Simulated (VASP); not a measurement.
# KMgF3 (Pm-3m) in VASP: further runs

One crystal, KMgF3, is run at these levels: PBEsol; tasks: relaxation of cell and atoms, relaxation of the atoms.

All numbers are computed with VASP 6.6.1; they aren't measurements. Logs are shortened: lines on timing, memory, paths and dates and some standing lists are left out, and cuts for length are marked.

### Step 1. The structure

Symmetry: Pm-3m, No. 221, cubic system. The conventional cell has a = 3.983 Å, b = 3.983 Å, c = 3.983 Å, α = 90.00°, β = 90.00°, γ = 90.00°. K (site symmetry m-3m) has 12 F at 2.82 Å as nearest neighbours. Mg (site symmetry m-3m) is surrounded by 6 F at 1.99 Å. F (site symmetry 4/mmm) is surrounded by 2 Mg at 1.99 Å.

### Step 2. Relaxation of cell and atoms, PBEsol

Contents of INCAR:

```
ALGO     = Normal         # electronic algorithm
EDIFF    = 1E-7           # SCF threshold, eV
EDIFFG   = -0.005         # ionic threshold
ENCUT    = 600            # plane-wave cutoff, eV
GGA      = PS             # functional
IBRION   = 2              # ionic algorithm
ISIF     = 3              # what is computed and relaxed
ISMEAR   = 0              # smearing method
LASPH    = T              # aspherical terms in the spheres
LCHARG   = F              # write CHGCAR
LREAL    = F              # projectors in reciprocal space
LWAVE    = F              # write WAVECAR
NELM     = 80             # most SCF steps
NSW      = 90             # ionic steps
PREC     = Accurate       # precision mode
SIGMA    = 0.03           # smearing width, eV
```

Contents of KPOINTS:

```
k-points
0
Gamma
  8 8 8
```

Contents of POSCAR:

```
KMgF3                                   
1.0
    3.9833601291     -0.0000000000     -0.0000000000
   -0.0000000000      3.9833601291      0.0000000000
   -0.0000000000     -0.0000000000      3.9833601291
  K               Mg              F             
     1     1     3
Direct
     0.5000000000000000    0.5000000000000000    0.5000000000000000
     0.0000000000000000    0.0000000000000000    0.0000000000000000
     0.5000000000000000    0.0000000000000000    0.0000000000000000
     0.0000000000000000    0.5000000000000000    0.0000000000000000
     0.0000000000000000    0.0000000000000000    0.5000000000000000
```

Potentials or basis: VASP PAW PBE potentials, release 64 (K_sv, Mg, F).

Launch:

```bash
> cat potpaw_PBE.64/K_sv/POTCAR potpaw_PBE.64/Mg/POTCAR potpaw_PBE.64/F/POTCAR > POTCAR
> mpirun -np 1 vasp_std > vasp.out
```

OUTCAR:

```text
EDIFF = 1E-7
   EDIFFG = -0.005
   ENCUT = 600
   GGA = PS
   IBRION = 2
   ISIF = 3
   ISMEAR = 0
   LASPH = T
   LREAL = F
   NELM = 80
   NSW = 90
   PREC = Accurate

 ion  position               nearest neighbor table
   1  0.500  0.500  0.500-   3 2.82   4 2.82   5 2.82   3 2.82   4 2.82   3 2.82   5 2.82   3 2.82
                             4 2.82   5 2.82   4 2.82   5 2.82   2 3.45   2 3.45   2 3.45   2 3.45
   2  0.000  0.000  0.000-   3 1.99   4 1.99   5 1.99   5 1.99   4 1.99   3 1.99   1 3.45   1 3.45
                             1 3.45   1 3.45   1 3.45   1 3.45   1 3.45   1 3.45
   3  0.500  0.000  0.000-   2 1.99   2 1.99   1 2.82   1 2.82   1 2.82   1 2.82
   4  0.000  0.500  0.000-   2 1.99   2 1.99   1 2.82   1 2.82   1 2.82   1 2.82
   5  0.000  0.000  0.500-   2 1.99   2 1.99   1 2.82   1 2.82   1 2.82   1 2.82

  LATTYP: Found a simple cubic cell.
 ALAT       =     3.9833601291

  Lattice vectors:

 A1 = (   3.9833601291,   0.0000000000,   0.0000000000)
 A2 = (   0.0000000000,   3.9833601291,   0.0000000000)
 A3 = (   0.0000000000,   0.0000000000,   3.9833601291)

Analysis of symmetry for initial positions (statically):
=====================================================================
 Subroutine PRICEL returns:
 Original cell was already a primitive cell.

 Routine SETGRP: Setting up the symmetry group for a
 simple cubic supercell.

 Subroutine GETGRP returns: Found 48 space group operations
 (whereof 48 operations were pure point group operations)
 out of a pool of 48 trial point group operations.

The static configuration has the point symmetry O_h .

Analysis of symmetry for dynamics (positions and initial velocities):
=====================================================================
 Subroutine PRICEL returns:
 Original cell was already a primitive cell.

 Routine SETGRP: Setting up the symmetry group for a
 simple cubic supercell.

 Subroutine GETGRP returns: Found 48 space group operations
 (whereof 48 operations were pure point group operations)
 out of a pool of 48 trial point group operations.

The dynamic configuration has the point symmetry O_h .

 Subroutine INISYM returns: Found 48 space group operations
 (whereof 48 operations are pure point group operations),
 and found     1 'primitive' translations

----------------------------------------------------------------------------------------

                                     Primitive cell

  volume of cell :      63.2046

  direct lattice vectors                    reciprocal lattice vectors
     3.983360129  0.000000000  0.000000000     0.251044336  0.000000000  0.000000000
     0.000000000  3.983360129  0.000000000     0.000000000  0.251044336  0.000000000
     0.000000000  0.000000000  3.983360129     0.000000000  0.000000000  0.251044336

  length of vectors
     3.983360129  3.983360129  3.983360129     0.251044336  0.251044336  0.251044336

  position of ions in fractional coordinates (direct lattice)
     0.500000000  0.500000000  0.500000000
     0.000000000  0.000000000  0.000000000
     0.500000000  0.000000000  0.000000000
     0.000000000  0.500000000  0.000000000
     0.000000000  0.000000000  0.500000000

  ion indices of the primitive-cell ions
   primitive index   ion index
                 1           1
                 2           2
                 3           3
                 4           4
                 5           5

----------------------------------------------------------------------------------------

 KPOINTS: k-points

Automatic generation of k-mesh.
 Grid dimensions read from file:
 generate k-points for:    8    8    8

 Generating k-lattice:

  Cartesian coordinates                     Fractional coordinates (reciprocal lattice)
     0.031380542  0.000000000  0.000000000     0.125000000  0.000000000  0.000000000
     0.000000000  0.031380542  0.000000000     0.000000000  0.125000000  0.000000000
     0.000000000  0.000000000  0.031380542     0.000000000  0.000000000  0.125000000

  Length of vectors
     0.031380542  0.031380542  0.031380542

  Shift w.r.t. Gamma in fractional coordinates (k-lattice)
     0.000000000  0.000000000  0.000000000

 Subroutine IBZKPT returns following result:
 ===========================================

 Found     35 irreducible k-points:

 Following reciprocal coordinates:
            Coordinates               Weight
  0.000000  0.000000  0.000000      1.000000
  0.125000  0.000000  0.000000      6.000000
  0.250000  0.000000  0.000000      6.000000
  0.375000  0.000000  0.000000      6.000000
  0.500000  0.000000  0.000000      3.000000
  0.125000  0.125000  0.000000     12.000000
[... 16 lines left out ...]
  0.375000  0.375000  0.125000     24.000000
  0.500000  0.375000  0.125000     24.000000
 [... further k-points ...]
   k-points           NKPTS =     35   k-points in BZ     NKDIM =     35   number of bands    NBANDS=     20
   number of dos      NEDOS =    301   number of ions     NIONS =      5
   total plane-waves  NPLWV =  32768
   dimension x,y,z NGX =    32 NGY =   32 NGZ =   32
   dimension x,y,z NGXF=    64 NGYF=   64 NGZF=   64
   ions per type =               1   1   3
   NGX,Y,Z   is equivalent  to a cutoff of  13.36, 13.36, 13.36 a.u.
   NGXF,Y,Z  is equivalent  to a cutoff of  26.71, 26.71, 26.71 a.u.
 SYSTEM =  unknown system
   PREC   = accura    normal or accurate (medium, high low for compatibility)
   ISTART =      0    job   : 0-new  1-cont  2-samecut
   ICHARG =      2    charge: 1-file 2-atom 10-const
   ISPIN  =      1    spin polarized calculation?
   LNONCOLLINEAR =      F non collinear calculations
   LSORBIT =      F    spin-orbit coupling
   LASPH  =      T    aspherical Exc in radial PAW
   ENCUT  =  600.0 eV  44.10 Ry    6.64 a.u.   7.96  7.96  7.96*2*pi/ulx,y,z
   NELM   =     80;   NELMIN=  2; NELMDL= -5     # of ELM steps
   EDIFF  = 0.1E-06   stopping-criterion for ELM
   LREAL  =      F    real-space projection
   EDIFFG = -.5E-02   stopping-criterion for IOM
   NSW    =     90    number of steps for IOM
   IBRION =      2    ionic relax: 0-MD 1-quasi-New 2-CG
   NFREE  =      1    steps in history (QN), initial steepest desc. (CG)
   ISIF   =      3    stress and relaxation
   ISYM   =      2    0-nonsym 1-usesym 2-fastsym
   POTIM  = 0.5000    time-step for ionic-motion
   TEBEG  =    0.0;   TEEND  =   0.0 temperature during run
   PSTRESS=    0.0 pullay stress
   NELECT =      32.0000    total number of electrons
   NUPDOWN=      -1.0000    fix difference up-down
   EMIN   =  10.00;   EMAX   =-10.00  energy-range for DOS
   EFERMI =   0.00;   METHOD = LEGACY
   ISMEAR =     0;   SIGMA  =   0.03  broadening in eV -4-tet -1-fermi 0-gaus
   EFERMI_NEDOS =   21; number of points for ismear=-14 and -15
   IALGO  =     38    algorithm
   IMIX   =      4    mixing-type and parameters
     AMIX     =   0.40;   BMIX     =  1.00
     AMIX_MAG =   1.60;   BMIX_MAG =  1.00
  volume/ion in A,a.u.               =      12.64        85.31
  Fermi-wavevector in a.u.,A,eV,Ry     =   1.304794  2.465703 23.163744  1.702487
  Thomas-Fermi vector in A             =   2.435706
   LORBIT       =      0    0 simple, 1 ext, 2 COOP (PROOUT), +10 PAW based schemes
   GGA     = PS    functional components
   LHFCALC =     F    Hartree Fock is set to
   AEXX    =    0.0000 exact exchange contribution
   IVDW    =     0    specifies the selected vdW correction
   LEPSILON=     F    determine dielectric tensor
   LRPA    =     F    only Hartree local field effects (RPA)
 conjugate gradient relaxation of ions
 non-spin polarized calculation
 Gauss-broadening in eV      SIGMA  =   0.03
  energy-cutoff  :      600.00
  volume of cell :       63.20
 maximum number of plane-waves:      2176
 NGX is ok and might be reduce to    32
   NGX = 15   NGY = 15   NGZ = 15

 number of electron      32.0000008 magnetization

 Free energy of the ion-electron system (eV)
  ---------------------------------------------------
  ext. energy  EPLUGINS =         0.00000000
  ---------------------------------------------------
  free energy    TOTEN  =       -25.26999222 eV

  energy without entropy =      -25.26999222  energy(sigma->0) =      -25.26999222

 E-fermi :  -1.5706     XC(G=0):  -9.9542

 val. band max:       -1.7001438746   @ k =   0.5000   0.5000   0.5000
 cond. band min:       5.4389929673   @ k =   0.0000   0.0000   0.0000
 fundamental gap:      7.1391368419
 Fermi energy:        -1.5706064656

 k-point     1 :       0.0000    0.0000    0.0000
  band No.  band energies     occupation
      1     -27.1704      2.00000
      2     -21.7168      2.00000
      3     -21.0437      2.00000
      4     -21.0437      2.00000
      5     -10.7358      2.00000
      6     -10.7358      2.00000
[... 12 lines left out ...]
     19       8.2464      0.00000
     20      10.4435      0.00000

 k-point     2 :       0.1250    0.0000    0.0000
  band No.  band energies     occupation
      1     -27.1660      2.00000
      2     -21.6992      2.00000
      3     -21.0658      2.00000
      4     -21.0424      2.00000
      5     -10.7332      2.00000
      6     -10.7272      2.00000
[... 12 lines left out ...]
     19       8.4177      0.00000
     20      10.5306      0.00000

 k-point     3 :       0.2500    0.0000    0.0000
  band No.  band energies     occupation
      1     -27.1553      2.00000
      2     -21.6515      2.00000
      3     -21.1245      2.00000
      4     -21.0393      2.00000
      5     -10.7270      2.00000
      6     -10.7062      2.00000
[... 12 lines left out ...]
     19       8.8159      0.00000
     20      10.7420      0.00000

 k-point     4 :       0.3750    0.0000    0.0000
  band No.  band energies     occupation
      1     -27.1445      2.00000
      2     -21.5916      2.00000
      3     -21.1953      2.00000
      4     -21.0362      2.00000
      5     -10.7209      2.00000
      6     -10.6849      2.00000
[... 429 lines left out ...]
 k-point    23 :       0.3750    0.3750    0.1250
  band No.  band energies     occupation
      1     -27.1226      2.00000
      2     -21.4142      2.00000
      3     -21.2208      2.00000
      4     -21.1553      2.00000
      5     -10.8147      2.00000
      6     -10.7867      2.00000
[... 12 lines left out ...]
     19      10.0178      0.00000
     20      10.4142      0.00000

 k-point    24 :       0.5000    0.3750    0.1250
  band No.  band energies     occupation
      1     -27.1194      2.00000
      2     -21.3629      2.00000
      3     -21.2481      2.00000
      4     -21.1743      2.00000
      5     -10.8168      2.00000
      6     -10.8111      2.00000
[... 12 lines left out ...]
     19      10.1171      0.00000
     20      10.2965      0.00000

 [... further k-points ...]

------------------------ aborting loop because EDIFF is reached ----------------------------------------

  FORCE on cell =-STRESS in cart. coord.  units (eV):
  Direction    XX          YY          ZZ          XY          YZ          ZX
  --------------------------------------------------------------------------------------
  -------------------------------------------------------------------------------------
  Total       -0.0089764     -0.0089764     -0.0089764      0.0000000     -0.0000000      0.0000000
  in kB       -0.2275441     -0.2275441     -0.2275441      0.0000000     -0.0000000      0.0000000
  external PRESSURE =      -0.2275441 kB  Pullay stress =       0.0000000 kB

 VOLUME and BASIS-vectors are now :
 -----------------------------------------------------------------------------
  energy-cutoff  :      600.00
  volume of cell :       63.20
      direct lattice vectors                 reciprocal lattice vectors
     3.983360129  0.000000000  0.000000000     0.251044336  0.000000000  0.000000000
     0.000000000  3.983360129  0.000000000     0.000000000  0.251044336  0.000000000
     0.000000000  0.000000000  3.983360129     0.000000000  0.000000000  0.251044336

 POSITION                                       TOTAL-FORCE (eV/Angst)
 -----------------------------------------------------------------------------------
      1.99168      1.99168      1.99168         0.000000      0.000000      0.000000
      0.00000      0.00000      0.00000         0.000000      0.000000      0.000000
      1.99168      0.00000      0.00000         0.000000      0.000000      0.000000
      0.00000      1.99168      0.00000         0.000000      0.000000      0.000000
      0.00000      0.00000      1.99168         0.000000      0.000000      0.000000
 -----------------------------------------------------------------------------------
    total drift:                                0.000000      0.000000     -0.000000

  FREE ENERGIE OF THE ION-ELECTRON SYSTEM (eV)
  ---------------------------------------------------
  free  energy   TOTEN  =       -25.2699922180 eV

  energy  without entropy=      -25.2699922180  energy(sigma->0) =      -25.26999222

 reached required accuracy - stopping structural energy minimisation
```

Wall time 16 s (1 thread of Intel Xeon 6975P-C (Granite Rapids), shared host); peak memory 0.21 GiB.

Results:

| Property | Result |
| --- | --- |
| Free energy | -25.2700 eV |
| Pressure after relaxing | 0.0 GPa |
| Band gap on the k mesh | 7.14 eV, indirect (least direct gap 7.46 eV) |

Final structure:
```cif
data_structure
_symmetry_space_group_name_H-M 'P 1'
_symmetry_Int_Tables_number 1
_cell_length_a 3.9834
_cell_length_b 3.9834
_cell_length_c 3.9834
_cell_angle_alpha 90.000
_cell_angle_beta 90.000
_cell_angle_gamma 90.000
_cell_volume 63.20
loop_
_atom_site_label
_atom_site_type_symbol
_atom_site_fract_x
_atom_site_fract_y
_atom_site_fract_z
_atom_site_occupancy
K1 K 0.50000 0.50000 0.50000 1
Mg1 Mg 0.00000 0.00000 0.00000 1
F1 F 0.50000 0.00000 0.00000 1
F2 F 0.00000 0.50000 0.00000 1
F3 F 0.00000 0.00000 0.50000 1
```

Levels at points of the mesh, in eV from the valence-band top:
```
           k point  band 14  band 15  band 16  band 17  band 18  band 19
(0.00, 0.00, 0.00)    -0.32    -0.32    -0.32     7.14     9.95     9.95
(0.50, 0.00, 0.00)    -0.88    -0.54    -0.54     9.97    10.31    11.01
(0.50, 0.50, 0.00)    -0.91    -0.91    -0.02    10.82    11.59    12.46
(0.50, 0.50, 0.50)     0.00     0.00     0.00    10.32    10.32    10.32
```

Caveat: the relaxation stopped at its first step, so nothing moved; the PAW data sets were made with another functional, which shifts forces and pressure a little. A k mesh can miss the band edges.

### Step 3. Relaxation of the atoms, PBEsol (a relaxed cell with its volume scaled by 0.94)

Contents of INCAR:

```
ALGO     = Normal         # electronic algorithm
EDIFF    = 1E-7           # SCF threshold, eV
EDIFFG   = -0.01          # ionic threshold
ENCUT    = 600            # plane-wave cutoff, eV
GGA      = PS             # functional
IBRION   = 2              # ionic algorithm
ISIF     = 2              # what is computed and relaxed
ISMEAR   = 0              # smearing method
LASPH    = T              # aspherical terms in the spheres
LCHARG   = F              # write CHGCAR
LREAL    = F              # projectors in reciprocal space
LWAVE    = F              # write WAVECAR
NELM     = 80             # most SCF steps
NSW      = 40             # ionic steps
PREC     = Accurate       # precision mode
SIGMA    = 0.03           # smearing width, eV
```

KPOINTS is that of step 2.

POSCAR, as its differences from that of step 2:

```diff
@@ -2,5 +2,5 @@
 1.0
-    3.9833601291     -0.0000000000     -0.0000000000
-   -0.0000000000      3.9833601291      0.0000000000
-   -0.0000000000     -0.0000000000      3.9833601291
+    3.9020442485      0.0000000000      0.0000000000
+    0.0000000000      3.9020442485      0.0000000000
+    0.0000000000      0.0000000000      3.9020442485
   K               Mg              F
```

Potentials or basis: VASP PAW PBE potentials, release 64 (K_sv, Mg, F).

Launch:

```bash
> cat potpaw_PBE.64/K_sv/POTCAR potpaw_PBE.64/Mg/POTCAR potpaw_PBE.64/F/POTCAR > POTCAR
> mpirun -np 1 vasp_std > vasp.out
```

Wall time 16 s (1 thread of Intel Xeon 6975P-C (Granite Rapids), shared host); peak memory 0.21 GiB.

The run converged. Its results:

```yaml
Free_energy: -25.2005 eV
Pressure_after_relaxing: 5.3 GPa
Band_gap_on_the_k_mesh: 7.61 eV, indirect (least direct gap 7.94 eV)
```

Final structure:
```cif
data_structure
_symmetry_space_group_name_H-M 'P 1'
_symmetry_Int_Tables_number 1
_cell_length_a 3.9020
_cell_length_b 3.9020
_cell_length_c 3.9020
_cell_angle_alpha 90.000
_cell_angle_beta 90.000
_cell_angle_gamma 90.000
_cell_volume 59.41
loop_
_atom_site_label
_atom_site_type_symbol
_atom_site_fract_x
_atom_site_fract_y
_atom_site_fract_z
_atom_site_occupancy
K1 K 0.50000 0.50000 0.50000 1
Mg1 Mg 0.00000 0.00000 0.00000 1
F1 F 0.50000 0.00000 0.00000 1
F2 F 0.00000 0.50000 0.00000 1
F3 F 0.00000 0.00000 0.50000 1
```

Levels at points of the mesh, in eV from the valence-band top:
| k point | band 13 | band 14 | band 15 | band 16 | band 17 | band 18 | band 19 | band 20 |
| --- | --- | --- | --- | --- | --- | --- | --- | --- |
| (0.00, 0.00, 0.00) | -0.70 | -0.32 | -0.32 | -0.32 | 7.61 | 10.01 | 10.01 | 12.29 |
| (0.50, 0.00, 0.00) | -0.95 | -0.95 | -0.58 | -0.58 | 10.36 | 10.95 | 11.17 | 13.02 |
| (0.50, 0.50, 0.00) | -1.18 | -0.96 | -0.96 | -0.03 | 11.18 | 11.89 | 13.06 | 13.06 |
| (0.50, 0.50, 0.50) | -1.19 | 0.00 | 0.00 | 0.00 | 10.56 | 10.56 | 10.56 | 14.35 |

Caveat: the relaxation stopped at its first step, so nothing moved; the PAW data sets were made with another functional, which shifts forces and pressure a little.

(Part 1 of 2 ends here.)
